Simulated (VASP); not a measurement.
Runs of VASP 6.6.1 on GaAs. The cell holds a slab with vacuum, 16 atoms: a = 5.654 Å, b = 3.998 Å, c = 29.992 Å, α = 90.00°, β = 90.00°, γ = 90.00°. 

```tsv
cell	vacuum (Å)	gap on the mesh (eV)	largest force (eV/Å)
Pmn2_1, 42.37 Å³/atom	-	0.35	1.62
Pmn2_1, 33.89 Å³/atom	10	0.35	1.62
Pmn2_1, 26.83 Å³/atom	5	0.28	(a)
Pmn2_1, 50.84 Å³/atom	22	0.35	1.62
```

Alike in all rows: task work function; level PBEsol; potentials or basis VASP PAW PBE potentials, release 64 (Ga_d, As); no spin polarisation; k mesh 4 × 6 × 1; cutoff (eV) 520; smearing gaussian 0.05 eV.

**Question.** Fill in the values left out.

**Answer.** (a) 1.58.

Caveats: the PAW data sets were made with another functional, which shifts forces and pressure a little.

A k mesh can miss the band edges, and the runs leave out spin-orbit coupling on As, Ga.
